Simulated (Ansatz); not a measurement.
**CdF2 (fluorite): gap against strain (uniaxial along z, other directions held)**

CdF2 in the fluorite structure, relaxed with r2SCAN in the PAW code Ansatz, then strained (uniaxial along z, other directions held; changes of length per length, axes as in the cell below) with the atoms relaxed again within the symmetry that is left. Space group Fm-3m (No. 225), cubic; conventional cell a = 5.388 Å, 13.04 Å³ an atom. Cd has 8 F at 2.33 Å; F has 4 Cd at 2.33 Å. The values are computed, spin-unpolarised, and not measurements.

```yaml
crystal:
  lattice:
    - [0.00000, 2.69418, 2.69418]
    - [2.69418, 0.00000, 2.69418]
    - [2.69418, 2.69418, 0.00000]
  atoms:
    - { symbol: Cd, position: [0.00000, 0.00000, 0.00000] }
    - { symbol: F, position: [0.25000, 0.25000, 0.25000] }
    - { symbol: F, position: [0.75000, 0.75000, 0.75000] }
```

Gaps are the least over each mesh (PBE 8×8×8, r2SCAN 8×8×8, HSE06 6×6×6 when unstrained) and the special points, which keep their unstrained names; stress is the change from the unstrained cell, compression positive.

```csv
strain (%),"gap, PBE (eV)","gap, r2SCAN (eV)","gap, HSE06 (eV)","edges, HSE06","stress along the strain, r2SCAN (GPa)","energy rise, r2SCAN (meV/atom)"
0.0,3.100,3.794,5.207,W → Γ,0.00,0.0
+5.01,2.846,3.534,4.934,W → Γ,-8.61,18.1
+5.12,2.840,3.527,4.927,W → Γ,-8.78,18.9
```

Task: Estimate the row for a strain of -1.0 %.

Result:
```csv
strain (%),"gap, PBE (eV)","gap, r2SCAN (eV)","gap, HSE06 (eV)","edges, HSE06","stress along the strain, r2SCAN (GPa)","energy rise, r2SCAN (meV/atom)"
-1.0,3.130,3.825,5.241,"(0.240, -1/2, -0.260) → Γ",+1.95,0.8
```

Between zero and the nearest strains the slope of the HSE06 gap against strain is -0.035 eV per percent for negative and -0.054 for positive strain.

Spin-orbit coupling is left out.

Where an edge lies off the special points, it is a point of the mesh or the k point where a search put PBE's edge or least direct gap, reused for the other functionals, whose own edges may lie a little apart.

Coordinates of k points refer to the reciprocal vectors of the primitive cell of the runs.

The meshes of the hybrids are coarse, so their gaps aren't converged to the digits shown.
